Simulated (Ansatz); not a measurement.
# SnSe: the cost of one run

Program: Ansatz 0.2.0. Level of theory: DFT r²SCAN, scalar-relativistic, plane waves, PAW. These are calculated values, not measurements.

The runs add the D3(BJ) dispersion term to the functional named.

### Step 1. The structure to begin with

The structure is cubic, space group Pm-3m (No. 221). Conventional cell: a = 3.634 Å, b = 3.634 Å, c = 3.634 Å, α = 90.00°, β = 90.00°, γ = 90.00°. Se (site symmetry m-3m) is surrounded by 8 Sn at 3.15 Å. Around Sn (site symmetry m-3m) lie 8 Se at 3.15 Å.

Coordinates:

```cif
data_structure
_symmetry_space_group_name_H-M 'P 1'
_symmetry_Int_Tables_number 1
_cell_length_a 3.6343
_cell_length_b 3.6343
_cell_length_c 3.6343
_cell_angle_alpha 90.000
_cell_angle_beta 90.000
_cell_angle_gamma 90.000
_cell_volume 48.00
loop_
_atom_site_label
_atom_site_type_symbol
_atom_site_fract_x
_atom_site_fract_y
_atom_site_fract_z
_atom_site_occupancy
Se1 Se 0.00000 0.00000 0.00000 1
Sn1 Sn 0.50000 0.50000 0.50000 1
```

This cell comes from an earlier session at r²SCAN: 24.000 Å³/atom at 0.05 GPa, on a 10×10×10 mesh.

### Step 2. Volume × 0.96

File input.yaml:

```yaml
crystal:
  lattice:
    - [3.5851473691, 0.0, 0.0]
    - [0.0, 3.5851473691, 0.0]
    - [0.0, 0.0, 3.5851473691]
  atoms:
    - { symbol: Se, position: [0.0, 0.0, 0.0] }
    - { symbol: Sn, position: [0.5, 0.5, 0.5] }
basis:
  ecutwfc: 500
  ecutrho_ratio: 4
kpoints:
  mp_grid: { grid: [10, 10, 10] }
hamiltonian:
  xc: r2scan
  dispersion: d3bj
scf:
  occupations: { method: gaussian, width: 0.05 }
output:
  forces: true
  stress: true
  eigenvalues: true
```

Run with:

```console
ansatz run input.yaml --threads 1 --pin off --max-ram 2560MiB --backend cpu --events-out ev --progress --plain --runs-dir out
```

**Question.** How long does this run take on 1 thread of AMD EPYC 9R45 (Zen 5), shared host, and how much memory does it need?

About 3.4 s, with a peak of 0.47 GiB.
